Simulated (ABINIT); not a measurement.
A run of ABINIT 10.8.3 (patched build) is set up as follows.

Contents of run.abi:

```
# Pseudopotentials
pp_dirpath "./"
pseudos "Ge.upf"

# Structure
acell 3*1.0 Angstrom
rprim
     0.0000000000     2.8289100000     2.8289100000
     2.8289100000     0.0000000000     2.8289100000
     2.8289100000     2.8289100000     0.0000000000
ntypat 1
znucl 32
natom 2
typat 1 1
xred
     0.7500000000     0.7500000000     0.7500000000
     0.5000000000     0.5000000000     0.5000000000

# Plane-wave basis
ecut 35.0

# k points
kptopt 1
ngkpt 6 6 6
nshiftk 1
shiftk 0.0 0.0 0.0

# Exchange and correlation
ixc -116133

# Bands and occupations
nband 18
occopt 3
tsmear 0.00183747

# SCF cycle
nstep 100
tolvrs 1.0e-10

# Output
iomode 3
prtwf 0
prtden 0
prteig 0
prtebands 0
```

Potentials or basis: PseudoDojo NC SR PBEsol v0.4.1 standard.

The run is started by

```console
$ abinit run.abi > log 2>&1
```

**Question.** Predict the band gap on the k mesh.

**Answer.** None (metal or under the smearing width).

**Question.** Estimate the pressure.

**Answer.** -1.2 GPa.

Caveat: this crystal is a semiconductor, whose small gap the functional closes, so the metal is an error of the method.

**What was measured.**

“Electronic and optical properties of SixGe1-x-ySny alloys lattice-matched to Ge”, 2021, arxiv:2109.02782 reports, for a bulk crystal of Ge at 300 K: band gap 0.807 eV (direct).

Against the measured gap of Ge, 0.807 eV (direct; 300 K; “Electronic and optical properties of SixGe1-x-ySny alloys lattice-matched to Ge”, 2021, arxiv:2109.02782), the calculated 0.00 eV is off by -0.81 eV. 3 values of this kind are on record (0.666 to 0.807 eV); this one was drawn at random among those near their median. Spin-orbit coupling on Ge is left out. The value is that of PBEsol on a finite k mesh, which can miss the band edges, without temperature or zero-point motion. Semilocal functionals fall short of measured gaps as a rule.
